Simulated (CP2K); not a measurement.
The system is Al.

```
Al
1.0
     2.86351    0.00000    0.00000
     1.43175    2.47987    0.00000
     1.43175    0.82662    2.33804
Al
1
Cartesian
  0.0000 0.0000 0.0000
```

Base run:

* Program: CP2K 2026.2
* Functional: r2SCAN
* Dispersion: D4
* Potentials or basis: POTENTIAL_UZH Al GTH-SCAN-q3; TZVP-MOLOPT-SCAN-GTH basis
* Density cutoff: 9184 eV
* k mesh: 11 × 11 × 11
* Occupations: fermi-dirac, width 0.05 eV
* Spin: no spin polarisation

Its results: band gap on the k mesh none (metal or under the smearing width); pressure -4.7 GPa.

Task: After a change of settings the same cell gave: band gap on the k mesh none (metal or under the smearing width); pressure -3.6 GPa. Which change was it?
A. dispersion from D4 to rVV10
B. dispersion from D4 to D3(BJ)+ATM
C. dispersion from D4 to D3(BJ)

Result: A.

Caveats: the basis of atomic orbitals isn't converged, which shifts pressures, moduli and gaps; pairwise dispersion overbinds metals, which lowers pressure and volume.
